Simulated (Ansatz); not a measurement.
**KBr: equation of state with PBEsol**

KBr:

```xyz
2
Lattice="0.0000 3.3000 3.3000 3.3000 0.0000 3.3000 3.3000 3.3000 0.0000" Properties=species:S:1:pos:R:3 pbc="T T T"
Br    3.3000    3.3000    3.3000
K     0.0000    0.0000    0.0000
```

| Item | Value |
| --- | --- |
| Program | Ansatz 0.2.0 |
| Task | equation of state |
| Functional | PBEsol |
| Potentials or basis | PseudoDojo PBEsol stringent |
| Cutoff | 1034 eV |
| Density cutoff | 4136 eV |
| k mesh | 7 × 7 × 7 |
| Occupations | fermi-dirac, width 0.05 eV |
| Spin | no spin polarisation |

| Quantity | Value |
| --- | --- |
| Equilibrium volume | 35.10 Å³/atom |
| Bulk modulus | 15.4 GPa |
| Pressure derivative of the bulk modulus | 5.0 |

Energy against volume, from the lowest point:
| volume (Å³/atom) | energy (meV/atom) |
| --- | --- |
| 33.781 | 2.56 |
| 34.500 | 0.50 |
| 35.218 | 0.00 |
| 35.937 | 0.89 |
| 36.656 | 3.02 |
| 37.374 | 6.23 |
| 38.093 | 10.40 |

All runs of the series together: 16 s on 2 threads of Arm Neoverse V1, with other jobs on the host.
